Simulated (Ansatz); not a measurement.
# Sc: the cost of one run

Method: DFT PBE, scalar-relativistic, plane waves, PAW, in Ansatz 0.2.0.

### 1 The system as given

The structure is hexagonal, space group P6_3/mmc (No. 194). Conventional cell: a = 3.291 Å, b = 3.291 Å, c = 5.333 Å, α = 90.00°, β = 90.00°, γ = 120.00°. Sc (site symmetry -6m2) has 12 Sc at 3.27 to 3.29 Å as nearest neighbours.

As a file:

```
CELL_PARAMETERS angstrom
3.29122 0.00000 0.00000
-1.64561 2.85028 0.00000
0.00000 0.00000 5.33257
ATOMIC_POSITIONS crystal
Sc 0.33333 0.66667 0.25000
Sc 0.66667 0.33333 0.75000
```

This is candidate A: structure listed in a database for this formula (P6_3/mmc, No. 194).

(A quick probe on a coarse mesh, which set the mesh and smearing, is not shown.)

### 3 Relaxing cell and atoms (candidate A)

Contents of input.yaml:

```yaml
crystal:
  lattice:
    - [3.2912249515, 0.0, 0.0]
    - [-1.6456124757, 2.8502844175, 0.0]
    - [0.0, 0.0, 5.33257239]
  atoms:
    - { symbol: Sc, position: [0.33333333, 0.66666667, 0.25] }
    - { symbol: Sc, position: [0.66666667, 0.33333333, 0.75] }
basis:
  ecutwfc: 420
kpoints:
  mp_grid: { grid: [21, 21, 10] }
hamiltonian:
  xc: pbe
scf:
  occupations: { method: gaussian, width: 0.1 }
output:
  forces: true
  stress: true
  eigenvalues: true
relax:
  adjacent_minimum: "off"
  f_tol: 0.01
  max_steps: 80
  cell: { stress_tol: 0.05 }
```

**Question.** How long does this run take on 1 thread of an x86-64 CPU, shared host, and how much memory does it need?

About 56 s, with a peak of 0.57 GiB.
